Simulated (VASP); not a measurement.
A run of VASP 6.6.1 is set up as follows.

File INCAR:

```
SYSTEM = GaSb
PREC = Accurate
ENCUT = 600
EDIFF = 1E-6
ISMEAR = -1
SIGMA = 0.05
LREAL = .FALSE.
LASPH = .TRUE.
NELM = 100
ALGO = Fast
ISIF = 3
LWAVE = .FALSE.
LCHARG = .FALSE.
GGA = BF
LUSE_VDW = .TRUE.
ZAB_VDW = -1.8867
IBRION = 2
NSW = 60
EDIFFG = -0.01
```

KPOINTS

```
Automatic mesh
0
G
  8 8 8
  0 0 0
```

Contents of POSCAR:

```
GaSb
1.0
    0.0000000000      3.0590000000      3.0590000000
    3.0590000000      0.0000000000      3.0590000000
    3.0590000000      3.0590000000      0.0000000000
Sb Ga
1 1
Direct
    0.7500000000      0.7500000000      0.7500000000
    0.0000000000      0.0000000000      0.0000000000
```

Potentials or basis: VASP PAW PBE potentials, release 64 (Sb, Ga_d).

Run with:

```sh
$ cat potpaw_PBE.64/Sb/POTCAR potpaw_PBE.64/Ga_d/POTCAR > POTCAR
$ mpirun -np 1 vasp_std > vasp.out
```

**Question.** What does it give for the relaxed volume?

**Answer.** 30.65 Å³/atom.

**Question.** Predict the space group after relaxing (to 0.05 Å).

**Answer.** F-43m (No. 216).

**Question.** Estimate the band gap on the k mesh.

**Answer.** None (metal or under the smearing width).

The path:
```
step  energy change (eV)  largest force (eV/Å)  pressure (GPa)  volume (Å³)
   1              0.0000                0.0000            3.35        57.25
   2             -0.0376                0.0000           -0.69        62.35
   3             -0.0399                0.0000            0.03        61.29
```

Caveat: the PAW data sets were made with another functional, which shifts forces and pressure a little; this crystal is a semiconductor, whose small gap the functional closes, so the metal is an error of the method. Zero-point motion and thermal expansion aren't in these numbers.
